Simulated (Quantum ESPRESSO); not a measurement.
# HgTe (Coloradoite) (F-43m) in Quantum ESPRESSO: notebook

The runs below take HgTe (Coloradoite) through band structure, single point, equation of state, with PBEsol, LDA.

Program: Quantum ESPRESSO 7.5. These are calculated values, not measurements. Logs are shortened: lines on timing, memory, paths and dates and some standing lists are left out, and cuts for length are marked.

**Experimental background.**

A printed reference work, monograph reports, for a bulk crystal of HgTe: bulk modulus 43 GPa.

The runs below are set against these values where they give the same quantity.

## 1. Starting point

Symmetry: F-43m, No. 216, cubic system. Conventional cell: a = 6.429 Å, b = 6.429 Å, c = 6.429 Å, α = 90.00°, β = 90.00°, γ = 90.00°. Around Hg (site symmetry -43m) lie 4 Te at 2.78 Å. Te (site symmetry -43m) is surrounded by 4 Hg at 2.78 Å.

## 2. Band structure, PBEsol

pw.in

```
&CONTROL
  calculation = 'scf'
  prefix = 'pwscf'
  outdir = './tmp'
  pseudo_dir = './pseudo'
  tprnfor = .true.
  tstress = .true.
  disk_io = 'low'
/
&SYSTEM
  ibrav = 0
  nat = 2
  ntyp = 2
  ecutwfc = 45
  ecutrho = 360
  nbnd = 15
  occupations = 'smearing'
  smearing = 'fd'
  degauss = 0.00367493
/
&ELECTRONS
  conv_thr = 4d-10
  electron_maxstep = 120
  mixing_beta = 0.5
/
ATOMIC_SPECIES
Hg   200.5920 hg_pbesol_v1.uspp.F.UPF
Te   127.6000 te_pbesol_v1.uspp.F.UPF
CELL_PARAMETERS angstrom
   0.0000000000    3.2145000000    3.2145000000
   3.2145000000    0.0000000000    3.2145000000
   3.2145000000    3.2145000000    0.0000000000
ATOMIC_POSITIONS crystal
Hg     0.0000000000    0.0000000000    0.0000000000
Te     0.7500000000    0.7500000000    0.7500000000
K_POINTS automatic
7 7 7 0 0 0
```

bands.in

```
&CONTROL
  calculation = 'bands'
  prefix = 'pwscf'
  outdir = './tmp'
  pseudo_dir = './pseudo'
  disk_io = 'low'
  verbosity = 'high'
/
&SYSTEM
  ibrav = 0
  nat = 2
  ntyp = 2
  ecutwfc = 45
  ecutrho = 360
  nbnd = 15
  occupations = 'smearing'
  smearing = 'fd'
  degauss = 0.00367493
/
&ELECTRONS
  conv_thr = 1d-08
  electron_maxstep = 120
  mixing_beta = 0.5
  diago_full_acc = .true.
  startingwfc = 'random'
/
ATOMIC_SPECIES
Hg   200.5920 hg_pbesol_v1.uspp.F.UPF
Te   127.6000 te_pbesol_v1.uspp.F.UPF
CELL_PARAMETERS angstrom
   0.0000000000    3.2145000000    3.2145000000
   3.2145000000    0.0000000000    3.2145000000
   3.2145000000    3.2145000000    0.0000000000
ATOMIC_POSITIONS crystal
Hg     0.0000000000    0.0000000000    0.0000000000
Te     0.7500000000    0.7500000000    0.7500000000
K_POINTS crystal
60
 0.0000000000  0.0000000000  0.0000000000 1
 0.0625000000  0.0000000000  0.0625000000 1
 0.1250000000  0.0000000000  0.1250000000 1
 0.1875000000  0.0000000000  0.1875000000 1
 0.2500000000  0.0000000000  0.2500000000 1
 0.3125000000  0.0000000000  0.3125000000 1
 0.3750000000  0.0000000000  0.3750000000 1
 0.4375000000  0.0000000000  0.4375000000 1
 0.5000000000  0.0000000000  0.5000000000 1
 0.5000000000  0.0625000000  0.5625000000 1
 0.5000000000  0.1250000000  0.6250000000 1
 0.5000000000  0.1875000000  0.6875000000 1
 0.5000000000  0.2500000000  0.7500000000 1
 0.4375000000  0.3125000000  0.7500000000 1
 0.3750000000  0.3750000000  0.7500000000 1
 0.3375000000  0.3375000000  0.6750000000 1
 0.3000000000  0.3000000000  0.6000000000 1
 0.2625000000  0.2625000000  0.5250000000 1
 0.2250000000  0.2250000000  0.4500000000 1
 0.1875000000  0.1875000000  0.3750000000 1
 0.1500000000  0.1500000000  0.3000000000 1
 0.1125000000  0.1125000000  0.2250000000 1
 0.0750000000  0.0750000000  0.1500000000 1
 0.0375000000  0.0375000000  0.0750000000 1
 0.0000000000  0.0000000000  0.0000000000 1
 0.0625000000  0.0625000000  0.0625000000 1
 0.1250000000  0.1250000000  0.1250000000 1
 0.1875000000  0.1875000000  0.1875000000 1
 0.2500000000  0.2500000000  0.2500000000 1
 0.3125000000  0.3125000000  0.3125000000 1
 0.3750000000  0.3750000000  0.3750000000 1
 0.4375000000  0.4375000000  0.4375000000 1
 0.5000000000  0.5000000000  0.5000000000 1
 0.5250000000  0.4500000000  0.5250000000 1
 0.5500000000  0.4000000000  0.5500000000 1
 0.5750000000  0.3500000000  0.5750000000 1
 0.6000000000  0.3000000000  0.6000000000 1
 0.6250000000  0.2500000000  0.6250000000 1
 0.5833333333  0.2500000000  0.6666666667 1
 0.5416666667  0.2500000000  0.7083333333 1
 0.5000000000  0.2500000000  0.7500000000 1
 0.5000000000  0.2857142857  0.7142857143 1
 0.5000000000  0.3214285714  0.6785714286 1
 0.5000000000  0.3571428571  0.6428571429 1
 0.5000000000  0.3928571429  0.6071428571 1
 0.5000000000  0.4285714286  0.5714285714 1
 0.5000000000  0.4642857143  0.5357142857 1
 0.5000000000  0.5000000000  0.5000000000 1
 0.4821428571  0.4821428571  0.5357142857 1
 0.4642857143  0.4642857143  0.5714285714 1
 0.4464285714  0.4464285714  0.6071428571 1
 0.4285714286  0.4285714286  0.6428571429 1
 0.4107142857  0.4107142857  0.6785714286 1
 0.3928571429  0.3928571429  0.7142857143 1
 0.3750000000  0.3750000000  0.7500000000 1
 0.6250000000  0.2500000000  0.6250000000 1
 0.5937500000  0.1875000000  0.5937500000 1
 0.5625000000  0.1250000000  0.5625000000 1
 0.5312500000  0.0625000000  0.5312500000 1
 0.5000000000  0.0000000000  0.5000000000 1
```

Potentials or basis: GBRV 1.5 PBEsol.

Launch:

```console
> OMP_NUM_THREADS=1 mpirun -n 2 pw.x -nk 2 -in pw.in > pw.out
> OMP_NUM_THREADS=1 mpirun -n 2 pw.x -nk 2 -in bands.in > bands.out
```

pw.out:

```text
This program is part of the open-source Quantum ESPRESSO suite
     for quantum simulation of materials; please cite
         "P. Giannozzi et al., J. Phys.:Condens. Matter 21 395502 (2009);
         "P. Giannozzi et al., J. Phys.:Condens. Matter 29 465901 (2017);
         "P. Giannozzi et al., J. Chem. Phys. 152 154105 (2020);
     in publications or presentations arising from this work. More details at

     Message from routine setup:
     using ibrav=0 with symmetry is DISCOURAGED, use correct ibrav instead

     K-points division:     npool     =       2
     Subspace diagonalization in iterative solution of the eigenvalue problem:
     a serial algorithm will be used

     G-vector sticks info
     --------------------
     sticks:   dense  smooth     PW     G-vecs:    dense   smooth      PW
     Sum        1813     925    271                51493    18197    2975

     Using Slab Decomposition

     bravais-lattice index     =            0
     lattice parameter (alat)  =       8.5907  a.u.
     unit-cell volume          =     448.2981 (a.u.)^3
     number of atoms/cell      =            2
     number of atomic types    =            2
     number of electrons       =        18.00
     number of Kohn-Sham states=           15
     kinetic-energy cutoff     =      45.0000  Ry
     charge density cutoff     =     360.0000  Ry
     scf convergence threshold =      4.0E-10
     mixing beta               =       0.5000
     number of iterations used =            8  plain     mixing
     Exchange-correlation= SLA  PW   PSX  PSC
                           (   1   4  10   8   0   0   0)

     celldm(1)=   8.590675  celldm(2)=   0.000000  celldm(3)=   0.000000
     celldm(4)=   0.000000  celldm(5)=   0.000000  celldm(6)=   0.000000

     crystal axes: (cart. coord. in units of alat)
               a(1) = (   0.000000   0.707107   0.707107 )
               a(2) = (   0.707107   0.000000   0.707107 )
               a(3) = (   0.707107   0.707107   0.000000 )

     reciprocal axes: (cart. coord. in units 2 pi/alat)
               b(1) = ( -0.707107  0.707107  0.707107 )
               b(2) = (  0.707107 -0.707107  0.707107 )
               b(3) = (  0.707107  0.707107 -0.707107 )

     PseudoPot. # 1 for Hg read from file:
     hg_pbesol_v1.uspp.F.UPF
     Pseudo is Ultrasoft + core correction, Zval = 12.0
     Generated by new atomic code, or converted to UPF format
     Using radial grid of  985 points,  6 beta functions with:
                l(1) =   0
                l(2) =   0
                l(3) =   1
                l(4) =   1
                l(5) =   2
                l(6) =   2
     Q(r) pseudized with  8 coefficients,  rinner =    2.000   2.000   2.000
                                                       2.000   2.000

     PseudoPot. # 2 for Te read from file:
     te_pbesol_v1.uspp.F.UPF
     Pseudo is Ultrasoft + core correction, Zval =  6.0
     Generated by new atomic code, or converted to UPF format
     Using radial grid of  891 points,  5 beta functions with:
                l(1) =   0
                l(2) =   0
                l(3) =   1
                l(4) =   1
                l(5) =   2
     Q(r) pseudized with  6 coefficients,  rinner =    1.800   1.800   1.800
                                                       1.800   1.800

     atomic species   valence    mass     pseudopotential
     Hg               12.00   200.59200     Hg( 1.00)
     Te                6.00   127.60000     Te( 1.00)

     24 Sym. Ops. (no inversion) found

   Cartesian axes

     site n.     atom                  positions (alat units)
         1        Hg     tau(   1) = (   0.0000000   0.0000000   0.0000000  )
         2        Te     tau(   2) = (   1.0606602   1.0606602   1.0606602  )

     number of k points=    20  Fermi-Dirac smearing, width (Ry)=  0.0037
                       cart. coord. in units 2pi/alat
        k(    1) = (   0.0000000   0.0000000   0.0000000), wk =   0.0058309
        k(    2) = (   0.1010153   0.1010153  -0.1010153), wk =   0.0466472
        k(    3) = (   0.2020305   0.2020305  -0.2020305), wk =   0.0466472
        k(    4) = (   0.3030458   0.3030458  -0.3030458), wk =   0.0466472
        k(    5) = (   0.2020305  -0.0000000   0.0000000), wk =   0.0349854
        k(    6) = (   0.3030458   0.1010153  -0.1010153), wk =   0.1399417
[... 12 lines left out ...]
        k(   19) = (  -0.1010153  -0.5050763   0.7071068), wk =   0.1399417
        k(   20) = (   0.0000000  -0.4040610   0.6060915), wk =   0.1399417

     Dense  grid:    51493 G-vectors     FFT dimensions: (  54,  54,  54)

     Smooth grid:    18197 G-vectors     FFT dimensions: (  40,  40,  40)

     Initial potential from superposition of free atoms

     starting charge      17.9997, renormalised to      18.0000
     Starting wfcs are   13 randomized atomic wfcs +    2 random wfcs

     Self-consistent Calculation

     iteration #  1     ecut=    45.00 Ry     beta= 0.50
     Davidson diagonalization with overlap
     ethr =  1.00E-02,  avg # of iterations =  5.5

     Threshold (ethr) on eigenvalues was too large:
     Diagonalizing with lowered threshold

     Davidson diagonalization with overlap
     ethr =  2.99E-04,  avg # of iterations =  3.2

     total energy              =    -133.95992045 Ry
     estimated scf accuracy    <       0.05104511 Ry

     iteration #  2     ecut=    45.00 Ry     beta= 0.50
     Davidson diagonalization with overlap
     ethr =  2.84E-04,  avg # of iterations =  2.6
[... 43 lines left out ...]
     total energy              =    -133.97467806 Ry
     estimated scf accuracy    <          4.8E-10 Ry

     iteration #  9     ecut=    45.00 Ry     beta= 0.50
     Davidson diagonalization with overlap
     ethr =  2.69E-12,  avg # of iterations =  4.7

     End of self-consistent calculation

          k = 0.0000 0.0000 0.0000 (  2277 PWs)   bands (ev):

    -5.9352  -1.2150  -1.2150  -1.2150  -0.6575  -0.6575   5.4484   6.2367
     6.2367   6.2367  10.3467  10.3467  10.3467  12.7019  15.8926

          k = 0.1010 0.1010-0.1010 (  2283 PWs)   bands (ev):

    -5.8311  -1.1860  -1.1860  -1.1776  -0.6593  -0.6593   4.1148   6.0016
     6.0016   6.9269  10.3087  10.6574  10.6574  13.8526  14.9249

          k = 0.2020 0.2020-0.2020 (  2271 PWs)   bands (ev):
[... 61 lines left out ...]
    -5.1669  -1.0513  -0.8741  -0.8741  -0.5801  -0.3598   0.9747   3.9548
     3.9548   8.0311   8.6539  14.0489  14.7269  14.7269  16.4543

          k =-0.0000-0.6061 0.6061 (  2276 PWs)   bands (ev):

    -5.1247  -1.0245  -0.8729  -0.8384  -0.5924  -0.1174   0.6154   3.5121
     4.0012   8.2444   9.1662  13.6461  14.3110  14.8663  16.5758

          k = 0.4041 0.2020 0.0000 (  2281 PWs)   bands (ev):

    -5.3976  -1.0815  -1.0335  -0.9103  -0.6480  -0.5999   1.9055   4.0490
     4.9136   8.4672   9.8816  11.3115  12.7265  14.0752  16.5895

          k =-0.2020-0.4041 0.6061 (  2285 PWs)   bands (ev):

    -5.2321  -1.0320  -0.9983  -0.7360  -0.6368  -0.3504   0.9501   3.5614
     4.5299   8.6525  10.5148  11.4314  13.3037  14.2879  16.1872

          k =-0.1010-0.5051 0.7071 (  2281 PWs)   bands (ev):

    -5.1588  -1.0070  -0.9284  -0.8157  -0.6117  -0.2399   0.8432   3.5837
     3.9012   8.7339   9.5500  12.2558  13.8681  15.0346  17.0252

          k = 0.0000-0.4041 0.6061 (  2287 PWs)   bands (ev):

    -5.1402  -0.9958  -0.9380  -0.7283  -0.6636  -0.0739   0.6216   3.2391
     3.9870   9.0098  10.5603  11.8439  12.7292  14.9687  16.3815

     the Fermi energy is     6.2767 ev

!    total energy              =    -133.97467806 Ry
     estimated scf accuracy    <          2.8E-10 Ry
     smearing contrib. (-TS)   =      -0.00004990 Ry
     internal energy E=F+TS    =    -133.97462816 Ry

     The total energy is F=E-TS. E is the sum of the following terms:
     one-electron contribution =     -32.24111497 Ry
     hartree contribution      =      28.80764169 Ry
     xc contribution           =     -53.10678670 Ry
     ewald contribution        =     -77.43436818 Ry

     convergence has been achieved in   9 iterations

     Forces acting on atoms (cartesian axes, Ry/au):

     atom    1 type  1   force =     0.00000000   -0.00000000   -0.00000000
     atom    2 type  2   force =     0.00000000   -0.00000000   -0.00000000

     Total force =     0.000000     Total SCF correction =     0.000000

     Computing stress (Cartesian axis) and pressure

          total   stress  (Ry/bohr**3)                   (kbar)     P=       21.89
   0.00014878  -0.00000000  -0.00000000           21.89       -0.00       -0.00
  -0.00000000   0.00014878  -0.00000000           -0.00       21.89       -0.00
  -0.00000000  -0.00000000   0.00014878           -0.00       -0.00       21.89

=------------------------------------------------------------------------------=
   JOB DONE.
=------------------------------------------------------------------------------=
```

It took 30 s on 2 MPI ranks of Arm Neoverse V2, shared host; peak memory 0.3 GiB.

Results:

* Free energy: -1822.8184 eV
* Pressure: 2.2 GPa
* Band gap on the k mesh: none (metal or under the smearing width)

Levels at the corners of the path, in eV from the Fermi level:
| point | band 5 | band 6 | band 7 | band 8 | band 9 | band 10 | band 11 | band 12 | band 13 | band 14 |
| --- | --- | --- | --- | --- | --- | --- | --- | --- | --- | --- |
| Γ | -6.93 | -6.93 | -0.83 | -0.04 | -0.04 | -0.04 | 4.07 | 4.07 | 4.07 | 6.43 |
| X | -6.85 | -6.46 | -5.63 | -2.41 | -2.41 | 1.76 | 2.28 | 8.09 | 8.94 | 8.94 |
| W | -6.97 | -6.27 | -5.73 | -2.84 | -2.69 | 3.05 | 4.47 | 5.21 | 5.99 | 9.58 |
| K | -6.90 | -6.37 | -5.66 | -3.09 | -2.01 | 2.11 | 3.88 | 6.91 | 7.13 | 7.67 |
| Γ | -6.93 | -6.93 | -0.83 | -0.04 | -0.04 | -0.04 | 4.07 | 4.07 | 4.07 | 6.43 |
| L | -6.91 | -6.61 | -5.71 | -1.08 | -1.08 | 0.56 | 4.90 | 4.90 | 6.74 | 7.83 |
| U | -6.90 | -6.37 | -5.66 | -3.09 | -2.01 | 2.11 | 3.88 | 6.91 | 7.13 | 7.67 |
| W | -6.97 | -6.27 | -5.73 | -2.84 | -2.69 | 3.05 | 4.47 | 5.21 | 5.99 | 9.58 |
| L | -6.91 | -6.61 | -5.71 | -1.08 | -1.08 | 0.56 | 4.90 | 4.90 | 6.74 | 7.83 |
| K | -6.90 | -6.37 | -5.66 | -3.09 | -2.01 | 2.11 | 3.88 | 6.91 | 7.13 | 7.67 |
| U | -6.90 | -6.37 | -5.66 | -3.09 | -2.01 | 2.11 | 3.88 | 6.91 | 7.13 | 7.67 |
| X | -6.85 | -6.46 | -5.63 | -2.41 | -2.41 | 1.76 | 2.28 | 8.09 | 8.94 | 8.94 |

Caveat: some levels on the path didn't converge; spin-orbit coupling is left out, which moves the levels of the heavy elements.

## 3. Single point, LDA, 31.22 Å³/atom

pw.in: that of step 2 with these lines changed.

```diff
@@ -7,3 +7,3 @@
   tstress = .true.
-  disk_io = 'low'
+  disk_io = 'nowf'
 /
@@ -26,8 +26,8 @@
 ATOMIC_SPECIES
-Hg   200.5920 hg_pbesol_v1.uspp.F.UPF
-Te   127.6000 te_pbesol_v1.uspp.F.UPF
+Hg   200.5920 hg_lda_v1.uspp.F.UPF
+Te   127.6000 te_lda_v1.uspp.F.UPF
 CELL_PARAMETERS angstrom
-   0.0000000000    3.2145000000    3.2145000000
-   3.2145000000    0.0000000000    3.2145000000
-   3.2145000000    3.2145000000    0.0000000000
+   0.0000000000    3.1488795465    3.1488795465
+   3.1488795465    0.0000000000    3.1488795465
+   3.1488795465    3.1488795465    0.0000000000
 ATOMIC_POSITIONS crystal
```

Potentials or basis: GBRV 1.5 LDA.

Launch:

```console
> OMP_NUM_THREADS=1 mpirun -n 2 pw.x -nk 2 -in pw.in > pw.out
```

Run time: 8 s. Hardware: 2 MPI ranks of Arm Neoverse V2, shared host; peak memory 0.28 GiB.

It converged, with:

```yaml
Free_energy: -1824.0694 eV
Pressure: 4.3 GPa
Band_gap_on_the_k_mesh: none (metal or under the smearing width)
```

## 4. Single point, LDA, 31.89 Å³/atom

pw.in: that of step 3 with these lines changed.

```diff
@@ -29,5 +29,5 @@
 CELL_PARAMETERS angstrom
-   0.0000000000    3.1488795465    3.1488795465
-   3.1488795465    0.0000000000    3.1488795465
-   3.1488795465    3.1488795465    0.0000000000
+   0.0000000000    3.1710554852    3.1710554852
+   3.1710554852    0.0000000000    3.1710554852
+   3.1710554852    3.1710554852    0.0000000000
 ATOMIC_POSITIONS crystal
```

Launch:

```console
> OMP_NUM_THREADS=1 mpirun -n 2 pw.x -nk 2 -in pw.in > pw.out
```

Wall time 8.7 s (2 MPI ranks of Arm Neoverse V2, shared host); peak memory 0.28 GiB.

It converged, with:

| Quantity | Value |
| --- | --- |
| Free energy | -1824.0996 eV |
| Pressure | 2.9 GPa |
| Band gap on the k mesh | none (metal or under the smearing width) |

(Part 1 of 2 ends here.)
